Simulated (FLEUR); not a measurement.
# Rh (Fm-3m) in FLEUR: notebook

The runs below take Rh through single point, with PBEsol.

All numbers are computed with FLEUR MaX-R8.1 (later development tree); they aren't measurements. Logs are shortened: lines on timing, memory, paths and dates and some standing lists are left out, and cuts for length are marked.

## Step 1: The crystal as given

It takes space group Fm-3m (No. 225, cubic). Conventional cell: a = 3.796 Å, b = 3.796 Å, c = 3.796 Å, α = 90.00°, β = 90.00°, γ = 90.00°. Around Rh (site symmetry m-3m) lie 12 Rh at 2.68 Å.

## Step 2: Single point, PBEsol

File inp.xml:

```xml
<?xml version="1.0" encoding="UTF-8" standalone="no"?>
<fleurInput fleurInputVersion="0.39">
   <comment>
      Rh                                                                                                  
   </comment>
   <calculationSetup>
      <cutoffs Kmax="4.26" Gmax="13.2" GmaxXC="13.2" numbands="0"/>
      <scfLoop itmax="60" minDistance="0.00001" maxIterBroyd="15" imix="Anderson" alpha="0.05" precondParam="0.0" spinf="2.0" sdNocoIR="T"/>
      <coreElectrons ctail="T" frcor="F" kcrel="0" coretail_lmax="0"/>
      <xcFunctional name="PBEs" relativisticCorrections="F"/>
      <magnetism jspins="1"/>
      <soc l_soc="F" theta="0.0" phi="0.0" spav="F"/>
      <expertModes spex="0" secvar="F"/>
      <geometryOptimization l_f="T" forcealpha="1.0" forcemix="BFGS" epsdisp="0.0005" epsforce="0.0002"/>
      <ldaU l_linMix="F" mixParam="0.05" spinf="1.0"/>
   </calculationSetup>
   <cell>
      <bzIntegration valenceElectrons="17.0" mode="hist" fermiSmearingEnergy="0.00183747">
         <kPointListSelection listName="default-1"/>
         <!-- k-points included here -->
         <xi:include xmlns:xi="http://www.w3.org/2001/XInclude" href="kpts.xml"> </xi:include>
      </bzIntegration>
      <!-- symmetry operations included here -->
      <xi:include xmlns:xi="http://www.w3.org/2001/XInclude" href="sym.xml"> </xi:include>
      <bulkLattice scale="1.0">
         <bravaisMatrix>
            <row-1>    0.0000000000000000     3.5864167255721098     3.5864167255721098</row-1>
            <row-2>    3.5864167255721098     0.0000000000000000     3.5864167255721098</row-2>
            <row-3>    3.5864167255721098     3.5864167255721098     0.0000000000000000</row-3>
         </bravaisMatrix>
      </bulkLattice>
   </cell>
   <atomSpecies>
      <species name="Rhodium (Rh)" element="Rh" atomicNumber="45">
         <mtSphere radius="2.3" gridPoints="777" logIncrement="0.016"/>
         <atomicCutoffs lmax="9" lnonsphr="9"/>
         <electronConfig flipSpins="F">
            <coreConfig>(1s1/2) (2s1/2) (2p1/2) (2p3/2) (3s1/2) (3p1/2) (3p3/2) (3d3/2) (3d5/2)</coreConfig>
            <valenceConfig>(4s1/2) (4p1/2) (4p3/2) (5s1/2) (4d3/2) (4d5/2)</valenceConfig>
            <stateOccupation state="(5s1/2)" spinUp="0.500000" spinDown="0.500000"/>
            <stateOccupation state="(4d3/2)" spinUp="1.600000" spinDown="1.600000"/>
            <stateOccupation state="(4d5/2)" spinUp="2.400000" spinDown="2.400000"/>
         </electronConfig>
         <energyParameters s="5" p="5" d="4" f="4"/>
         <lo type="SCLO" l="0" n="4" eDeriv="0"/>
         <lo type="SCLO" l="1" n="4" eDeriv="0"/>
         <lo type="SCLO" l="1" n="4" eDeriv="1"/>
         <lo type="SCLO" l="2" n="4" eDeriv="2"/>
         <lo type="SCLO" l="3" n="4" eDeriv="2"/>
      </species>
   </atomSpecies>
   <atomGroups>
      <atomGroup species="Rhodium (Rh)">
         <relPos label="                   1">.0000000000 .0000000000 .0000000000</relPos>
         <force calculate="T" relaxXYZ="TTT"/>
      </atomGroup>
   </atomGroups>
   <output dos="F" band="F" slice="F">
      <checks vchk="F" cdinf="F"/>
      <bandDOS minEnergy="-.5*Htr" maxEnergy="0.5*Htr" sigma="0.015" storeEVData="T"/>
      <vacuumDOS vacdos="F" integ="F" star="F" nstars="0" locx1="0.0" locy1="0.0" locx2="0.0" locy2="0.0" nstm="0" tworkf="0.0"/>
      <unfoldingBand unfoldBand="F" supercellX="1" supercellY="1" supercellZ="1"/>
      <plotting iplot="0" polar="F">
         <plot TwoD="T" vec1="  1.0  0.0  0.0" vec2="  0.0  1.0  0.0" vec3="  0.0  0.0  1.0" zero="  0.0  0.0  0.0" file="plot"/>
      </plotting>
      <chargeDensitySlicing numkpt="0" minEigenval="0.0" maxEigenval="0.0" nnne="0" pallst="F"/>
      <specialOutput eonly="F"/>
      <moessbauerParams electricFieldGradient="T" isomerShift="T" coreHyperfine="T" valenceHyperfine="T"/>
      <magneticCircularDichroism mcd="F" energyLo="-10.0" energyUp="0.0"/>
   </output>
  <!-- We include the file relax.xml here to enable relaxations (see documentation) -->
  <xi:include xmlns:xi="http://www.w3.org/2001/XInclude" href="relax.xml"> <xi:fallback/> </xi:include>
</fleurInput>
```

File crystal.txt:

```
Rh
&input cartesian=F /
0.0000000000  1.8978500000  1.8978500000
1.8978500000  0.0000000000  1.8978500000
1.8978500000  1.8978500000  0.0000000000
1.8897261246
1.0 1.0 1.0

1
45 0.0000000000  0.0000000000  0.0000000000

&kpt div1=12 div2=12 div3=12 gamma=T /
```

Potentials or basis: all-electron, FLAPW.

The run is started by

```sh
$ inpgen -f crystal.txt -profile fastHighL
$ # inp.xml edited to the form shown
$ fleur_MPI
```

Standard output:

```text
Welcome to FLEUR        (www.flapw.de)
      MaX-Release 8.1          (www.max-centre.eu)

 ========== k-point set info ==========
 Selected k-point list: default-1
 k-point list type: mesh
 12 x 12 x 12
 Number of k points: 72

 ------------Calculation Setup---------------------------
 Number of MPI-tasks      :            1
 Number of PE/node        :            1
 Number of OMP-threads    :            1
 Most efficient MPI parallelization for:
           1           2           3           4           6           8           9          12          18          24          36          72
 Additional eigenvalue parallelization possible
 Number of basis functions:          164
 Approximate size of matrices (H+S) per k-point:         0.000 GB
 --------------------------------------------------------
 Iteration:     1   Distance:      18.91129324 me/bohr^3
 Iteration:     2   Distance:      16.60665050 me/bohr^3
 Iteration:     3   Distance:       5.93041029 me/bohr^3
 Iteration:     4   Distance:       4.25986533 me/bohr^3
 Iteration:     5   Distance:       1.56078301 me/bohr^3
 Iteration:     6   Distance:       0.39466147 me/bohr^3
 Iteration:     7   Distance:       0.07081746 me/bohr^3
 Iteration:     8   Distance:       0.00662495 me/bohr^3
 Iteration:     9   Distance:       0.00401836 me/bohr^3
 Iteration:    10   Distance:       0.00054146 me/bohr^3
 Iteration:    11   Distance:       0.00081090 me/bohr^3
 Iteration:    12   Distance:       0.00002450 me/bohr^3
 Iteration:    13   Distance:       0.00001408 me/bohr^3
 Iteration:    14   Distance:       0.00000040 me/bohr^3

 ********************************************************************
 Run finished successfully
 Stop message:
   Structural relaxation: Done
 ********************************************************************
```

out.xml (last iteration):

```text
<iteration numberForCurrentRun="   15" overallNumber="   15">
         <energyParameters units="Htr">
            <atomicEP atomType="1" spin="1" branch="5s" branchLowest="-2.33" branchHighest="2.51" value="0.3569521822"/>
            <atomicEP atomType="1" spin="1" branch="5p" branchLowest="-1.11" branchHighest="3.27" value="0.4820147217"/>
            <atomicEP atomType="1" spin="1" branch="4d" branchLowest="-10.37" branchHighest="0.74" value="0.4309836355"/>
            <atomicEP atomType="1" spin="1" branch="4f" branchLowest="-9.99" branchHighest="2.68" value="0.7700166986"/>
            <loAtomicEP atomType="1" spin="1" branch="4s" branchLowest="-21.23" branchHighest="-2.33" value="-2.3503581655"/>
            <loAtomicEP atomType="1" spin="1" branch="4p" branchLowest="-17.05" branchHighest="-1.11" value="-1.1747004159"/>
            <loAtomicEP atomType="1" spin="1" branch="4p" branchLowest="-17.05" branchHighest="-1.11" value="-1.1747004159"/>
            <loAtomicEP atomType="1" spin="1" branch="4d" branchLowest="-10.37" branchHighest="0.74" value="0.4271318266"/>
            <loAtomicEP atomType="1" spin="1" branch="4f" branchLowest="-9.99" branchHighest="2.68" value="0.7700186800"/>
         </energyParameters>
         <eigenvalues>
            <eigenvaluesAt spin="1" ikpt="1" k_x="0.00000000" k_y="0.00000000" k_z="0.00000000">
                      -2.3545715055       -1.1590551870       -1.1590551870       -1.1590551870        0.2457609970
                       0.4280085024        0.4280085024        0.4280085024        0.5063193990        0.5063193990
                       1.1205827041        1.3176328119        1.3176328119        1.3176328119
            </eigenvaluesAt>
            <eigenvaluesAt spin="1" ikpt="2" k_x="0.00000000" k_y="0.00000000" k_z="0.08333333">
                      -2.3542888732       -1.1609700328       -1.1593154611       -1.1593154611        0.2559770198
                       0.4235457346        0.4319328884        0.4319328884        0.5041688684        0.5041688684
                       1.1352031309        1.2700753055        1.3326442550        1.3326442550
            </eigenvaluesAt>
            <eigenvaluesAt spin="1" ikpt="3" k_x="0.00000000" k_y="0.00000000" k_z="0.16666667">
                      -2.3535128905       -1.1661489096       -1.1600205014       -1.1600205014        0.2831659137
                       0.4155785077        0.4399275130        0.4399275130        0.5023222166        0.5023222166
                       1.1666210250        1.1863974332        1.3745590634        1.3745590634
            </eigenvaluesAt>
            <eigenvaluesAt spin="1" ikpt="4" k_x="0.00000000" k_y="0.00000000" k_z="0.25000000">
                      -2.3524477614       -1.1731250579       -1.1609792457       -1.1609792457        0.3120218576
                       0.4227160038        0.4415371259        0.4415371259        0.5121816359        0.5121816359
                       1.0946222926        1.1800149797        1.4304594390        1.4304594390
            </eigenvaluesAt>
         </eigenvalues>
         <bandgap value="0.0176149514" units="eV"/>
         <sumValenceSingleParticleEnergies value="-7.8991684665" units="Htr"/>
         <FermiEnergy value="0.5436699497" units="Htr"/>
         <valenceDensity>
            <mtCharges spin="1">
               <mtCharge atomType="1" total="15.1861476" s="2.3013602" p="6.2234109" d="6.6121097" f="0.0397297"/>
            </mtCharges>
            <spinDependentCharge spin="1" total="17.0000000" interstitial="1.8138524" mtSpheres="15.1861476"/>
            <totalCharge value="17.0000000000"/>
         </valenceDensity>
         <coreStates atomType="     1" atomicNumber=" 45" spin="1" kinEnergy="   4833.7606512539" eigValSum="  -2838.4122925080" lostElectrons=" 0.000000">
            <state n="1" l="0" j="0.5" energy="-845.0442507778" weight="1.0000000000"/>
            <state n="2" l="0" j="0.5" energy="-121.9236716765" weight="1.0000000000"/>
            <state n="2" l="1" j="0.5" energy="-112.8544279406" weight="1.0000000000"/>
            <state n="2" l="1" j="1.5" energy="-107.5446483686" weight="2.0000000000"/>
            <state n="3" l="0" j="0.5" energy="-21.2291674234" weight="1.0000000000"/>
            <state n="3" l="1" j="0.5" energy="-17.6802510617" weight="1.0000000000"/>
            <state n="3" l="1" j="1.5" energy="-16.7664891107" weight="2.0000000000"/>
            <state n="3" l="2" j="1.5" energy="-10.4786070907" weight="2.0000000000"/>
            <state n="3" l="2" j="2.5" energy="-10.2982960780" weight="3.0000000000"/>
         </coreStates>
         <allElectronCharges>
            <spinDependentCharge spin="1" total="45.0000000" interstitial="1.8138526" mtSpheres="43.1861474"/>
            <totalCharge value="44.9999999999"/>
         </allElectronCharges>
         <moessbauerParams unitsHFF="kG" unitsIS="e/bohr^3" unitsEFG="Htr/bohr^2">
            <coreIsomerShift atomType="1" isTotal="122127.83060">
               <shell n="1" l="0" isomerShift="107506.55650"/>
               <shell n="2" l="0" isomerShift="12108.43391"/>
               <shell n="2" l="1" isomerShift="229.39615"/>
               <shell n="3" l="0" isomerShift="2238.23739"/>
               <shell n="3" l="1" isomerShift="45.20665"/>
               <shell n="3" l="2" isomerShift="0.00001"/>
            </coreIsomerShift>
            <isomerShift atomType="1" nucleusRadius="0.0001107" averageDensity="122557.65010"/>
            <electricFieldGradient atomType="1" VXX="0.00000" VYY="0.00000" VZZ="0.00000" asymParam="0.00000">
            </electricFieldGradient>
         </moessbauerParams>
         <totalEnergy                                    value="    -4782.9126909398" units="Htr">
            <sumOfEigenvalues                            value="    -2846.3114609746">
               <coreElectrons value="-2838.4122925080"/>
               <valenceElectrons value="-7.8991684665"/>
            </sumOfEigenvalues>
            <densityCoulombPotentialIntegral value="-7652.2894236691"/>
            <densityEffectivePotentialIntegral value="-7831.7765249046"/>
            <chargeDenXCDenIntegral value="-136.5794661427"/>
            <FockExchangeEnergyValence value="0.0000000000"/>
            <FockExchangeEnergyCore value="0.0000000000"/>
            <atomTypeDependentContributions atomType="1">
               <electronNucleiInteractionDifferentMTs value="5777.1187839676"/>
               <MadelungTerm value="-28.5347929249"/>
            </atomTypeDependentContributions>
            <tkbTimesEntropy value="0.0002978310"/>
            <freeEnergy value="-4782.9129887708"/>
            <extrapolationTo0K value="-4782.9128398553"/>
         </totalEnergy>
         <totalForcesOnRepresentativeAtoms units="Htr/bohr">
            <forceTotal atomType="1" x="0.000000" y="0.000000" z="0.000000" F_x="0.00000000" F_y="0.00000000" F_z="0.00000000"/>
         </totalForcesOnRepresentativeAtoms>
      </iteration>
```

Wall time 47 s (1 thread of Intel Xeon Platinum 8259CL at 2.50GHz (Skylake/Cascade Lake), shared host); peak memory 0.06 GiB.

Results:

```yaml
Free_energy: -130149.6927 eV
Band_gap_on_the_k_mesh: none (metal or under the smearing width)
Valence_electrons_inside_the_program's_atomic_spheres: Rh 15.19 (radii Rh 2.3 bohr)
```

Core levels (eV from the Fermi level):
| atom | levels |
| --- | --- |
| 1 Rh | 1s1/2 -23009.6, 2s1/2 -3332.5, 2p1/2 -3085.7, 2p3/2 -2941.2, 3s1/2 -592.5, 3p1/2 -495.9, 3p3/2 -471.0, 3d3/2 -299.9, 3d5/2 -295.0 |

## Step 3: Single point, PBEsol (cell strained at random at fixed volume)

Edit inp.xml of step 2 so:

```diff
@@ -26,5 +26,5 @@
          <bravaisMatrix>
-            <row-1>    0.0000000000000000     3.5864167255721098     3.5864167255721098</row-1>
-            <row-2>    3.5864167255721098     0.0000000000000000     3.5864167255721098</row-2>
-            <row-3>    3.5864167255721098     3.5864167255721098     0.0000000000000000</row-3>
+            <row-1>   -0.0743304873850164     3.5585338166036369     3.7085175996608899</row-1>
+            <row-2>    3.5941211389821039     0.0620038038742506     3.5721833084016223</row-2>
+            <row-3>    3.6370651651636390     3.4651435515259048     0.0190597776927156</row-3>
          </bravaisMatrix>
@@ -34,3 +34,3 @@
       <species name="Rhodium (Rh)" element="Rh" atomicNumber="45">
-         <mtSphere radius="2.3" gridPoints="777" logIncrement="0.016"/>
+         <mtSphere radius="2.3" gridPoints="753" logIncrement="0.017"/>
          <atomicCutoffs lmax="9" lnonsphr="9"/>
```

File crystal.txt:

```
Rh
&input cartesian=F /
-0.0393340000  1.8830950000  1.9624630000
1.9019270000  0.0328110000  1.8903180000
1.9246520000  1.8336750000  0.0100860000
1.8897261246
1.0 1.0 1.0

1
45 0.0047670000  0.0035010000  -0.0058200000

&kpt div1=12 div2=12 div3=12 gamma=T /
```

Potentials or basis: all-electron, FLAPW.

The run is started by

```sh
$ inpgen -f crystal.txt -profile fastHighL
$ # inp.xml edited to the form shown
$ fleur_MPI
```

Run time: 14 min. Hardware: 1 thread of Intel Xeon Platinum 8259CL at 2.50GHz (Skylake/Cascade Lake), shared host; peak memory 0.08 GiB.

The run converged. Its results:

```yaml
Free_energy: -130149.6500 eV
Band_gap_on_the_k_mesh: none (metal or under the smearing width)
Valence_electrons_inside_the_program's_atomic_spheres: Rh 15.19 (radii Rh 2.3 bohr)
```

Levels at points of the mesh, in eV from the Fermi level:
```tsv
k point	band 6	band 7	band 8	band 9	band 10	band 11
(0.00, 0.00, 0.00)	-3.54	-3.18	-2.68	-1.25	-0.68	15.72
(0.00, 0.00, 0.50)	-3.34	-3.04	0.24	0.78	0.91	8.87
(0.00, 0.50, 0.00)	-3.64	-2.86	0.50	0.84	1.01	9.20
(0.00, 0.50, 0.50)	-6.01	0.52	0.86	1.17	2.81	11.80
(0.50, 0.00, 0.00)	-3.45	-2.81	0.24	0.36	0.65	8.04
(0.50, 0.00, 0.50)	-6.07	0.49	0.99	1.13	3.87	12.10
(0.50, 0.50, 0.00)	-6.00	0.47	0.81	1.24	2.96	11.99
(0.50, 0.50, 0.50)	-3.78	-2.57	0.46	0.63	0.72	8.64
```

Core levels (eV from the Fermi level):
```tsv
atom	levels
1 Rh	1s1/2 -23009.6, 2s1/2 -3332.5, 2p1/2 -3085.7, 2p3/2 -2941.2, 3s1/2 -592.4, 3p1/2 -495.9, 3p3/2 -471.0, 3d3/2 -299.9, 3d5/2 -295.0
```
